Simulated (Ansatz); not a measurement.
## ZnAu

Method: PBE with spin–orbit coupling; two-component spinors; PAW, 420 eV, Γ-centred 10×10×10 mesh, 0.05 eV Gaussian smearing; code Ansatz. The datasets are Ansatz's generated set soft_2.

```
Zn Au
1.0
     3.17931    0.00000    0.00000
     0.00000    3.17931    0.00000
     0.00000    0.00000    3.17931
Zn Au
1 1
Direct
  0.50000 0.50000 0.50000
  0.00000 0.00000 0.00000
```

The chain of runs began from a cell as deposited in COD, expanded in volume.

Which orbitals carry the states at the Fermi level, and how many states are there?

Within 0.1 eV of it: Au 6s 37 %, Zn 4s 36 %, Au 5d 25 % (shares among the projected shells, which hold 56 % of the states there). The density of states at the Fermi level is about 0.52 states/eV per cell, averaged over 0.3 eV.

Density of states (tetrahedra, averaged over 0.4 eV; states/eV per cell of 2 atoms; energy in eV from the Fermi level):

```tsv
E (eV)	DOS
-5.65	4.84
-5.25	2.57
-4.85	1.70
-4.45	3.33
-4.05	2.94
-3.65	4.09
-3.25	2.39
-2.85	0.71
-2.45	0.42
-2.05	0.57
-1.65	0.72
-1.25	0.68
-0.85	0.62
-0.45	0.57
-0.05	0.52
0.35	0.49
0.75	0.44
1.15	0.47
1.55	0.55
1.95	0.64
2.35	0.75
2.75	0.87
3.15	0.77
3.55	0.69
3.95	0.76
4.35	0.67
4.75	0.72
5.15	0.70
```

With 31 valence electrons in the calculation's cell and no magnetic order, the Kramers pairs of bands, two electrons each, can't all be full or empty: band theory demands a metal. The relaxed cell is 4 % larger in volume than the cell of this structure in the Crystallography Open Database (15.48 Å³/atom, 1983).
